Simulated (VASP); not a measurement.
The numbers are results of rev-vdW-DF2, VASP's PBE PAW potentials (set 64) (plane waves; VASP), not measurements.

The input files of a VASP run:

### INCAR
```
# general
SYSTEM    =  CaF2
PREC      =  Accurate
ENCUT     =  520
LREAL     =  F
LASPH     =  T   # aspherical one-centre terms

# electronic loop
EDIFF     =  1E-6
NELM      =  100   # most electronic steps
ALGO      =  Normal

# smearing
ISMEAR    =  0
SIGMA     =  0.05   # width (eV)

# functional
GGA       =  MK
LUSE_VDW  =  T
AGGAC     =  0.0
PARAM1    =  0.1234568
PARAM2    =  0.7114
ZAB_VDW   =  -1.8867

# ions
IBRION    =  2   # conjugate gradients
NSW       =  60   # most ionic steps
ISIF      =  3
EDIFFG    =  -0.02   # ionic stop

# output
LWAVE     =  F
LCHARG    =  F
```

### POSCAR
```
CaF2
1
    0.0000000000     2.7331424553     2.7331424553
    2.7331424553     0.0000000000     2.7331424553
    2.7331424553     2.7331424553    -0.0000000000
Ca F
1 2
Direct
  1.0000000000   0.0000000000   1.0000000000
  0.2500000000   0.2500000000   0.2500000000
  0.7500000000   0.7500000000   0.7500000000
```

File KPOINTS:
```
Automatic mesh
0
Gamma
6 6 6
0 0 0
```

POTCAR, in this order: Ca_sv F (PBE.64 set). Program: vasp_std.

Output

OUTCAR:
```
 ion  position               nearest neighbor table
   1  0.000  0.000  0.000-   2 2.37   3 2.37   3 2.37   3 2.37   3 2.37   2 2.37   2 2.37   2 2.37
  LATTYP: Found a face centered cubic cell.
 ALAT       =     5.4662849106
 Subroutine PRICEL returns:
 Original cell was already a primitive cell.
 Subroutine GETGRP returns: Found 48 space group operations
The static configuration has the point symmetry O_h .
The dynamic configuration has the point symmetry O_h .
 Subroutine INISYM returns: Found 48 space group operations
 Subroutine IBZKPT returns following result:
 Found     16 irreducible k-points:

 Following reciprocal coordinates:
            Coordinates               Weight
  0.000000  0.000000  0.000000      1.000000
  0.166667  0.000000  0.000000      8.000000
  0.333333  0.000000  0.000000      8.000000
  0.500000  0.000000  0.000000      4.000000
  0.166667  0.166667  0.000000      6.000000
  0.333333  0.166667  0.000000     24.000000
  0.500000  0.166667  0.000000     24.000000
 -0.333333  0.166667  0.000000     24.000000
 -0.166667  0.166667  0.000000     12.000000
  0.333333  0.333333  0.000000      6.000000
  0.500000  0.333333  0.000000     24.000000
 -0.333333  0.333333  0.000000     12.000000
  0.500000  0.500000  0.000000      3.000000
  0.500000  0.333333  0.166667     24.000000
 -0.333333  0.333333  0.166667     24.000000
 -0.333333  0.500000  0.166667     12.000000
   k-points           NKPTS =     16   k-points in BZ     NKDIM =     16   number of bands    NBANDS=     16
   number of dos      NEDOS =    301   number of ions     NIONS =      3
   total plane-waves  NPLWV =  27000
   dimension x,y,z NGX =    30 NGY =   30 NGZ =   30
   dimension x,y,z NGXF=    60 NGYF=   60 NGZF=   60
   ions per type =               1   2
   PREC   = accura    normal or accurate (medium, high low for compatibility)
   ISTART =      0    job   : 0-new  1-cont  2-samecut
   ICHARG =      2    charge: 1-file 2-atom 10-const
...
```

**OSZICAR**
```
       N       E                     dE             d eps       ncg     rms          rms(c)
DAV:   1     0.240782647185E+03    0.24078E+03   -0.13815E+04   512   0.151E+03
DAV:   2    -0.329759356150E+01   -0.24408E+03   -0.24155E+03   672   0.394E+02
DAV:   3    -0.132503470150E+02   -0.99528E+01   -0.99467E+01   560   0.909E+01
DAV:   4    -0.135616022846E+02   -0.31126E+00   -0.31115E+00   880   0.131E+01
DAV:   5    -0.135639713351E+02   -0.23691E-02   -0.23690E-02   560   0.115E+00    0.795E+00
DAV:   6    -0.122346030887E+02    0.13294E+01   -0.72327E+00   536   0.190E+01    0.309E+00
DAV:   7    -0.122217499956E+02    0.12853E-01   -0.19150E-01   648   0.396E+00    0.164E+00
DAV:   8    -0.122183877848E+02    0.33622E-02   -0.27214E-02   576   0.212E+00    0.187E-01
DAV:   9    -0.122195492738E+02   -0.11615E-02   -0.55183E-03   744   0.562E-01    0.126E-01
DAV:  10    -0.122197676044E+02   -0.21833E-03   -0.35106E-04   536   0.186E-01    0.259E-02
DAV:  11    -0.122197624964E+02    0.51080E-05   -0.57898E-05   696   0.730E-02    0.825E-03
DAV:  12    -0.122197636460E+02   -0.11496E-05   -0.85054E-06   632   0.269E-02    0.289E-03
DAV:  13    -0.122197636600E+02   -0.14057E-07   -0.21110E-06   616   0.114E-02
   1 F= -.12219764E+02 E0= -.12219764E+02  d E =-.122198E+02
```

OUTCAR:
```
------------------------ aborting loop because EDIFF is reached ----------------------------------------
  FORCE on cell =-STRESS in cart. coord.  units (eV):
  Direction    XX          YY          ZZ          XY          YZ          ZX
  --------------------------------------------------------------------------------------
  Total       -0.0269568     -0.0269568     -0.0269568      0.0000000      0.0000000      0.0000000
  in kB       -1.0576997     -1.0576997     -1.0576997      0.0000000      0.0000000      0.0000000
  external PRESSURE =      -1.0576997 kB  Pullay stress =       0.0000000 kB
  volume of cell :       40.83
      direct lattice vectors                 reciprocal lattice vectors
     0.000000000  2.733142455  2.733142455    -0.182939605  0.182939605  0.182939605
     2.733142455  0.000000000  2.733142455     0.182939605 -0.182939605  0.182939605
     2.733142455  2.733142455  0.000000000     0.182939605  0.182939605 -0.182939605
 POSITION                                       TOTAL-FORCE (eV/Angst)
 -----------------------------------------------------------------------------------
      0.00000      0.00000      0.00000         0.000000      0.000000      0.000000
      1.36657      1.36657      1.36657         0.000000      0.000000      0.000000
      4.09971      4.09971      4.09971        -0.000000     -0.000000     -0.000000
 -----------------------------------------------------------------------------------
    total drift:                                0.000000     -0.000000      0.000000
  FREE ENERGIE OF THE ION-ELECTRON SYSTEM (eV)
  ---------------------------------------------------
  free  energy   TOTEN  =       -12.2197636600 eV

  energy  without entropy=      -12.2197636600  energy(sigma->0) =      -12.21976366

 reached required accuracy - stopping structural energy minimisation
```
(Selected blocks of OUTCAR.)

The compound is CaF2 in the fluorite structure. It was relaxed first. The start is the result of an earlier pass.
